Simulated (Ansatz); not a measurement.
Here is an unrelaxed guess for Be.

```yaml
crystal:
  lattice:
    - [0.00000, 3.01952, 3.01952]
    - [3.01952, 0.00000, 3.01952]
    - [3.01952, 3.01952, 0.00000]
  atoms:
    - { symbol: Be, position: [0.25000, 0.25000, 0.25000] }
    - { symbol: Be, position: [0.50000, 0.50000, 0.50000] }
    - { symbol: Be, position: [0.86789, 0.86789, 0.86789] }
    - { symbol: Be, position: [0.86789, 0.86789, 0.39633] }
    - { symbol: Be, position: [0.86789, 0.39633, 0.86789] }
    - { symbol: Be, position: [0.39633, 0.86789, 0.86789] }
```

Computed with DFT PBE, scalar-relativistic, plane waves, PAW in Ansatz. Settings: cutoff 420 eV, Γ-centred mesh 6×6×6 on the computed 6-atom cell, Gaussian smearing of 0.10 eV; no spin polarisation.

Energies count from the standard state of Be at the same level.

Problem. How far from equilibrium is it?

Solution. The pressure is -10.1 GPa (it wants to contract), the largest force is 1.85 eV/Å, and the energy is +0.15 eV/atom against the standard state. The shortest distance is 2.01 Å.

Problem. How much does it gain on relaxing, and where does it end?

Solution. Relaxing gains under 0.1 eV/atom (the start's value is from the coarse mesh, so the gain is rough) in 7 ionic steps and ends at +0.06 eV/atom on the finer mesh. The symmetry goes from F-43m (No. 216) to Fd-3m (No. 227). The volume per atom shrinks by 11.1 %, from 9.2 to 8.2 Å³. The shortest distance goes from 2.01 Å (Be–Be) to 2.05 Å (Be–Be). Conventional cell: a = 5.806 Å. Be on a site of symmetry -43m has 16 Be at 2.41–2.51 Å; Be on a site of symmetry -3m has 6 Be at 2.05 Å and 6 Be at 2.41 Å.

The last run used a 12×12×12 mesh for its 6-atom cell and Gaussian smearing of 0.10 eV. The relaxation can't lower the symmetry of the start. A later test with randomly moved atoms came back to the same energy, though modes that don't fit the test's cell weren't probed.
